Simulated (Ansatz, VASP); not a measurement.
**SiC: VASP beside Ansatz**

```
CELL_PARAMETERS angstrom
3.05636 0.00000 0.00000
-1.52818 2.64689 0.00000
0.00000 0.00000 5.01591
ATOMIC_POSITIONS crystal
Si 0.33333 0.66667 0.00460
Si 0.66667 0.33333 0.50460
C 0.33333 0.66667 0.38040
C 0.66667 0.33333 0.88040
```

Alike in both runs: task single point; functional LDA; k mesh 8 × 8 × 4; no spin polarisation.

|  | VASP | Ansatz |
| --- | --- | --- |
| version | VASP 6.6.1 | Ansatz 0.2.0 |
| potentials or method | VASP PAW LDA potentials, release 64 (Si, C) | PAW with Ansatz's default frozen-core files, scalar-relativistic |
| plane-wave cutoff (eV) | 520 | 420 |
| occupations | gaussian, width 0.01 eV | fixed |
| valence electrons in the cell | 16 | 16 |

Ansatz gave:

| Property | Result |
| --- | --- |
| gap on the k mesh at the Fermi level (eV) | 2.39 |
| pressure (GPa) | 0.0 |

What did VASP give for the same quantities?

gap on the k mesh at the Fermi level (eV): 2.38; pressure (GPa): 0.4.

A k mesh can miss the band edges.
